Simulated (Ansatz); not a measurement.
Calculation for Re (sc type): DFT, PBE, norm-conserving pseudopotentials, Ansatz's default files, scalar-relativistic (Ansatz 0.2.0). This run: the series' base cell.

The cell comes from a relaxation on PAW files under the same functional, begun from a prototype that needn't be the stable phase.

Command: `ansatz run input.yaml --threads 1 --pin off --max-ram 2048MiB --backend cpu --events-out ev --progress --plain --runs-dir out` It took 2.8 s on 1 thread of Intel(R) Xeon(R) Platinum 8488C (Sapphire Rapids) (shared host), peak memory 0.32 GiB.

```yaml
crystal:
  lattice:
    - [2.5782345987, 0.0, 0.0]
    - [0.0, 2.5782345987, 0.0]
    - [0.0, 0.0, 2.5782345987]
  atoms:
    - { symbol: Re, position: [0.0, 0.0, 0.0] }
kpoints:
  mp_grid: { grid: [15, 15, 15] }
scf:
  occupations: { method: fermi_dirac, width: 0.08 }
hamiltonian:
  xc: pbe
  pseudopotentials: { kind: nc }
output:
  forces: true
  stress: true
  eigenvalues: true
```

Output:

```
Engine: ansatz 0.2.0
Pseudopotentials: kind: nc
Pseudopotential: Re, nc, valence charge 15, recommended cutoff 979.609905 eV (normal), Re.nc.azcp
Functional definition: PBE
  parameter kappa = 0.804
  parameter beta = 0.06672455060314922
  exchange = pbe_x(kappa = kappa, mu = beta*pi^2/3)
  correlation = pbe_c(beta = beta)
Crystal: 1 atoms, lattice volume = 17.138 Å³
Basis set: ecut = 979.609905 eV, 1213 PW (Γ), exchange–correlation on 54×54×54 points (8 copies of the dense FFT grid, shifted against one another)
Bands: 12, of which v1, the nominal top of the filled ones, is band 8 counted from 1 (7 counted from 0)
Symmetry: 48 space group operations
Space group: Pm-3m (ITA 221), of the structure as read, at distance tolerance 2.6e-5 Å
k-points: 120 of 3375
Non-local potential: Re, projectors of the file, l = 0: 2, l = 1: 2, l = 2: 2, l = 3: 2
Initial density: superposition of atomic densities (chi_scale 0.1, normalization cell)
Initial wavefunctions: pseudopotential atomic-orbital guess
Functional: x = pbe(κ = 0.804, μ = 0.2195149727645171), c = pbe(β = 0.06672455060314922)
SCF iter   1: F=—  HF=-2357.586626 eV  |F-HF|=—  |Δ(HF+E_count)|=         —  Δρ=5.07e-2  dr2=2.50e-1  ethr=3.10e-3  ⟨swp⟩=6.0  Hψ=10459  notcnv=0
preconditioner: auto → none  [metal: Δε(μ)=0.011 eV  Ē_g=10.092 eV  σ=0.080 eV  W_gap=0.03  n_scr=6 (ndim 8)  ℏωp=23.7 eV  f_vac=0.000  D(μ)=1.47/eV (n_scr^D=18)  sad-step TF]
SCF iter   2: F=—  HF=-2357.537356 eV  |F-HF|=—  |Δ(HF+E_count)|=   4.93e-2  Δρ=2.82e-2  dr2=7.27e-2  ethr=1.67e-3  ⟨swp⟩=2.2  Hψ=2809  notcnv=0  defer=2
SCF iter   3: F=—  HF=-2357.523165 eV  |F-HF|=—  |Δ(HF+E_count)|=   1.42e-2  Δρ=2.04e-3  dr2=4.01e-4  ethr=4.85e-4  ⟨swp⟩=3.1  Hψ=2671  notcnv=0  defer=11
SCF iter   4: F=—  HF=-2357.523177 eV  |F-HF|=—  |Δ(HF+E_count)|=   1.21e-5  Δρ=5.87e-4  dr2=8.42e-6  ethr=2.67e-6  ⟨swp⟩=2.6  Hψ=2653  notcnv=0  defer=11
SCF iter   5: F=—  HF=-2357.523184 eV  |F-HF|=—  |Δ(HF+E_count)|=   6.70e-6  Δρ=5.30e-5  dr2=2.61e-7  ethr=5.61e-8  ⟨swp⟩=2.9  Hψ=2442  notcnv=0  defer=11
SCF iter   6: F=-2357.523184 eV  HF=-2357.523184 eV  |F-HF|=3.01e-10  |Δ(HF+E_count)|=   9.28e-8  Δρ=5.27e-6  dr2=1.07e-9  ethr=6.67e-10  ⟨swp⟩=9.3  Hψ=9120  notcnv=0
SCF 1 converged in 6 iterations: F = -2357.523184 eV  dr2 = 1.07e-9
SCF converged after 6 iterations
Free energy (F): -2357.523184 eV
Harris-Foulkes:  -2357.523184 eV  (|F-HF|=3.01e-10)
Internal energy: -2357.493358 eV  (E = F + TS)
E sigma→0 (E₀):  -2357.508271 eV
Entropy (-TS):   -0.029826 eV (-29.826 meV/atom)
Fermi energy:    20.738369 eV
--- Per-component energies (eV) ---
  E_band       = -125.406574
  E_kinetic    = 647.715395
  E_local      = -1179.202448  (includes V_loc(G=0)·N_el)
  E_nonlocal   = 102.513473
  E_hartree    = 323.972885
  E_xc         = -469.757780
  E_vxc        = -344.379049  (∫ρ·V_xc dr)
  E_ewald      = -1782.734883
  E_smearing   = -0.029826  (= −TS)
  E_closure    = -0.000000  (closes the sum)
  Σ components = -2357.523184   (vs F -2357.523184, Δ=0.00e0)
--- Forces (eV/Å), atoms counted from 1 ---
  atom   1  Re     0.00000000     0.00000000     0.00000000
  max |Σ_I F_I| component: 8.22e-32 eV/Å
--- Stress (GPa, compression-positive) ---
        0.181878       0.000000      -0.000000
       -0.000000       0.181878       0.000000
        0.000000       0.000000       0.181878
  P = ⅓ Tr σ = 0.1819 GPa (1.819 kbar)
--- Band table (eV; the first three rows and the last of 120) ---
  k-point 0: bands = ["-59.5543", "-20.8509", "-20.8509", "-20.8509", "11.4896", "15.3506", "15.3506", "24.1753", "24.1753", "24.1753", "35.6457", "35.6457"]
  k-point 1: bands = ["-59.5505", "-20.9059", "-20.8463", "-20.8463", "11.6375", "15.3864", "15.5055", "23.9547", "23.9547", "24.1910", "34.8289", "35.9534"]
  k-point 2: bands = ["-59.5397", "-21.0595", "-20.8334", "-20.8334", "12.0481", "15.4893", "15.9703", "23.3835", "23.3835", "24.2358", "33.1751", "36.7730"]
  k-point 119: bands = ["-59.2956", "-21.7359", "-21.7344", "-21.7344", "15.9416", "16.0113", "16.0113", "26.6383", "26.6383", "28.5344", "31.5375", "32.5337"]
```

Next run (volume at 0.68 of the series' base cell), as changes to the input before:

```diff
   lattice:
-    - [2.5782345987, 0.0, 0.0]
-    - [0.0, 2.5782345987, 0.0]
-    - [0.0, 0.0, 2.5782345987]
+    - [2.2672116771, 0.0, 0.0]
+    - [0.0, 2.2672116771, 0.0]
+    - [0.0, 0.0, 2.2672116771]
   atoms:
```

Results part of the output:

```
SCF 1 converged in 6 iterations: F = -2354.717735 eV  dr2 = 2.64e-8
SCF converged after 6 iterations
Free energy (F): -2354.717735 eV
Harris-Foulkes:  -2354.717735 eV  (|F-HF|=5.01e-9)
Internal energy: -2354.700964 eV  (E = F + TS)
E sigma→0 (E₀):  -2354.709350 eV
Entropy (-TS):   -0.016771 eV (-16.771 meV/atom)
Fermi energy:    32.226032 eV
--- Per-component energies (eV) ---
  E_band       = 32.450499
  E_kinetic    = 676.719068
  E_local      = -866.374265  (includes V_loc(G=0)·N_el)
  E_nonlocal   = 103.784110
  E_hartree    = 237.355357
  E_xc         = -478.889415
  E_vxc        = -356.388151  (∫ρ·V_xc dr)
  E_ewald      = -2027.295820
  E_smearing   = -0.016771  (= −TS)
  E_closure    = 0.000000  (closes the sum)
  Σ components = -2354.717735   (vs F -2354.717735, Δ=0.00e0)
--- Forces (eV/Å), atoms counted from 1 ---
  atom   1  Re     0.00000000     0.00000000    -0.00000000
  max |Σ_I F_I| component: 1.64e-32 eV/Å
--- Stress (GPa, compression-positive) ---
      230.505673       0.000000       0.000000
       -0.000000     230.505673       0.000000
        0.000000       0.000000     230.505673
  P = ⅓ Tr σ = 230.5057 GPa (2305.057 kbar)
--- Band table (eV; the first three rows and the last of 120) ---
  k-point 0: bands = ["-48.5970", "-8.8746", "-8.8746", "-8.8746", "20.5284", "23.6256", "23.6256", "38.2793", "38.2793", "38.2793", "50.5821", "50.5821"]
  k-point 1: bands = ["-48.5800", "-9.0605", "-8.8594", "-8.8594", "20.7570", "23.6839", "23.9369", "37.8194", "37.8194", "38.3104", "49.5588", "51.0945"]
  k-point 2: bands = ["-48.5316", "-9.5681", "-8.8162", "-8.8162", "21.3276", "23.8519", "24.9034", "36.6887", "36.6887", "38.3991", "47.4916", "52.3492"]
  k-point 119: bands = ["-47.4316", "-11.4247", "-11.4196", "-11.4196", "24.0487", "24.1519", "24.1519", "38.3944", "42.7514", "42.7514", "49.6304", "51.0261"]
```

Next run (volume at 0.58 of the series' base cell), as changes to the input before:

```diff
   lattice:
-    - [2.2672116771, 0.0, 0.0]
-    - [0.0, 2.2672116771, 0.0]
-    - [0.0, 0.0, 2.2672116771]
+    - [2.1501318708, 0.0, 0.0]
+    - [0.0, 2.1501318708, 0.0]
+    - [0.0, 0.0, 2.1501318708]
   atoms:
```

Command: `ansatz run input.yaml --threads 1 --pin off --max-ram 2048MiB --backend cpu --events-out ev --progress --plain --runs-dir out` It took 1.6 s on 1 thread of Intel(R) Xeon(R) Platinum 8488C (Sapphire Rapids), on a shared host, peak memory 0.29 GiB.

Results part of the output:

```
SCF 1 converged in 6 iterations: F = -2351.179628 eV  dr2 = 1.29e-9
SCF converged after 6 iterations
Free energy (F): -2351.179628 eV
Harris-Foulkes:  -2351.179628 eV  (|F-HF|=5.20e-10)
Internal energy: -2351.166400 eV  (E = F + TS)
E sigma→0 (E₀):  -2351.173014 eV
Entropy (-TS):   -0.013228 eV (-13.228 meV/atom)
Fermi energy:    38.195697 eV
--- Per-component energies (eV) ---
  E_band       = 112.604556
  E_kinetic    = 695.345098
  E_local      = -734.545013  (includes V_loc(G=0)·N_el)
  E_nonlocal   = 104.562445
  E_hartree    = 205.098994
  E_xc         = -483.941013
  E_vxc        = -362.956061  (∫ρ·V_xc dr)
  E_ewald      = -2137.686910
  E_smearing   = -0.013228  (= −TS)
  E_closure    = 0.000000  (closes the sum)
  Σ components = -2351.179628   (vs F -2351.179628, Δ=0.00e0)
--- Forces (eV/Å), atoms counted from 1 ---
  atom   1  Re     0.00000000     0.00000000    -0.00000000
  max |Σ_I F_I| component: 5.75e-32 eV/Å
--- Stress (GPa, compression-positive) ---
      455.897102       0.000000       0.000000
        0.000000     455.897102       0.000000
        0.000000       0.000000     455.897102
  P = ⅓ Tr σ = 455.8971 GPa (4558.971 kbar)
--- Band table (eV; the first three rows and the last of 120) ---
  k-point 0: bands = ["-43.3487", "-2.7089", "-2.7089", "-2.7089", "25.6387", "27.8345", "27.8345", "45.6812", "45.6812", "45.6812", "58.2932", "58.2932"]
  k-point 1: bands = ["-43.3195", "-3.0051", "-2.6850", "-2.6850", "25.9095", "27.9048", "28.2650", "45.0650", "45.0650", "45.7221", "57.1461", "58.9251"]
  k-point 2: bands = ["-43.2363", "-3.8006", "-2.6175", "-2.6175", "26.5054", "28.1082", "29.6424", "43.5905", "43.5905", "45.8389", "54.8343", "60.3956"]
  k-point 119: bands = ["-41.3142", "-6.4374", "-6.4305", "-6.4305", "28.1067", "28.2243", "28.2243", "43.3061", "51.4090", "51.4090", "59.6355", "61.2225"]
```

Next run (volume at 0.5 of the series' base cell), as changes to the input before:

```diff
   lattice:
-    - [2.1501318708, 0.0, 0.0]
-    - [0.0, 2.1501318708, 0.0]
-    - [0.0, 0.0, 2.1501318708]
+    - [2.0463461571, 0.0, 0.0]
+    - [0.0, 2.0463461571, 0.0]
+    - [0.0, 0.0, 2.0463461571]
   atoms:
```

Results part of the output:

```
SCF 1 converged in 6 iterations: F = -2345.997720 eV  dr2 = 3.39e-9
SCF converged after 6 iterations
Free energy (F): -2345.997720 eV
Harris-Foulkes:  -2345.997720 eV  (|F-HF|=9.92e-10)
Internal energy: -2345.987422 eV  (E = F + TS)
E sigma→0 (E₀):  -2345.992571 eV
Entropy (-TS):   -0.010298 eV (-10.298 meV/atom)
Fermi energy:    44.679839 eV
--- Per-component energies (eV) ---
  E_band       = 196.566218
  E_kinetic    = 717.157307
  E_local      = -610.109744  (includes V_loc(G=0)·N_el)
  E_nonlocal   = 105.447675
  E_hartree    = 177.072536
  E_xc         = -489.449991
  E_vxc        = -370.074644  (∫ρ·V_xc dr)
  E_ewald      = -2246.105205
  E_smearing   = -0.010298  (= −TS)
  E_closure    = -0.000000  (closes the sum)
  Σ components = -2345.997720   (vs F -2345.997720, Δ=0.00e0)
--- Forces (eV/Å), atoms counted from 1 ---
  atom   1  Re     0.00000000    -0.00000000    -0.00000000
  max |Σ_I F_I| component: 2.10e-31 eV/Å
--- Stress (GPa, compression-positive) ---
      788.964690       0.000000       0.000000
        0.000000     788.964690       0.000000
        0.000000       0.000000     788.964690
  P = ⅓ Tr σ = 788.9647 GPa (7889.647 kbar)
--- Band table (eV; the first three rows and the last of 120) ---
  k-point 0: bands = ["-38.1307", "3.8106", "3.8106", "3.8106", "31.3578", "32.2662", "32.2662", "53.5987", "53.5987", "53.5987", "66.4981", "66.4981"]
  k-point 1: bands = ["-38.0844", "3.3609", "3.8455", "3.8455", "31.6370", "32.3499", "32.8916", "52.7945", "52.7945", "53.6513", "65.2075", "67.2640"]
  k-point 2: bands = ["-37.9523", "2.1805", "3.9455", "3.9455", "32.1330", "32.5920", "34.8994", "50.9239", "50.9239", "53.8018", "62.6183", "68.9439"]
  k-point 119: bands = ["-34.8227", "-1.3549", "-1.3476", "-1.3476", "32.3385", "32.4694", "32.4694", "48.4087", "60.8046", "60.8046", "70.6309", "72.4073"]
```

Next run (volume at 0.43 of the series' base cell), as changes to the input before:

```diff
   lattice:
-    - [2.0463461571, 0.0, 0.0]
-    - [0.0, 2.0463461571, 0.0]
-    - [0.0, 0.0, 2.0463461571]
+    - [1.94601082, 0.0, 0.0]
+    - [0.0, 1.94601082, 0.0]
+    - [0.0, 0.0, 1.94601082]
   atoms:
```

Results part of the output:

```
SCF 1 converged in 6 iterations: F = -2338.277808 eV  dr2 = 3.79e-9
SCF converged after 6 iterations
Free energy (F): -2338.277808 eV
Harris-Foulkes:  -2338.277808 eV  (|F-HF|=1.09e-9)
Internal energy: -2338.269098 eV  (E = F + TS)
E sigma→0 (E₀):  -2338.273453 eV
Entropy (-TS):   -0.008709 eV (-8.709 meV/atom)
Fermi energy:    52.186806 eV
--- Per-component energies (eV) ---
  E_band       = 291.686448
  E_kinetic    = 744.078819
  E_local      = -481.899190  (includes V_loc(G=0)·N_el)
  E_nonlocal   = 106.890804
  E_hartree    = 150.468743
  E_xc         = -495.895017
  E_vxc        = -378.321615  (∫ρ·V_xc dr)
  E_ewald      = -2361.913257
  E_smearing   = -0.008709  (= −TS)
  E_closure    = -0.000000  (closes the sum)
  Σ components = -2338.277808   (vs F -2338.277808, Δ=0.00e0)
--- Forces (eV/Å), atoms counted from 1 ---
  atom   1  Re    -0.00000000    -0.00000000     0.00000000
  max |Σ_I F_I| component: 1.13e-31 eV/Å
--- Stress (GPa, compression-positive) ---
     1326.629955       0.000000      -0.000000
       -0.000000    1326.629955       0.000000
        0.000000       0.000000    1326.629955
  P = ⅓ Tr σ = 1326.6300 GPa (13266.300 kbar)
--- Band table (eV; the first three rows and the last of 120) ---
  k-point 0: bands = ["-32.5958", "11.2637", "11.2637", "11.2637", "37.3193", "37.3193", "38.2725", "62.7581", "62.7581", "62.7581", "75.9931", "75.9931"]
  k-point 1: bands = ["-32.5256", "10.5875", "11.3137", "11.3137", "37.4188", "37.8640", "38.9100", "61.7137", "61.7137", "62.8257", "74.5197", "76.9174"]
  k-point 2: bands = ["-32.3240", "8.8701", "11.4575", "11.4575", "37.7069", "38.5032", "41.4629", "59.3583", "59.3583", "63.0195", "71.5919", "77.7438"]
  k-point 119: bands = ["-27.3551", "4.2635", "4.2680", "4.2680", "37.1227", "37.2660", "37.2660", "54.1824", "71.8322", "71.8322", "83.6623", "85.6432"]
```

Spin–orbit coupling is left out, which matters for the heavy atoms. The norm-conserving files are those that the library serves for this functional.
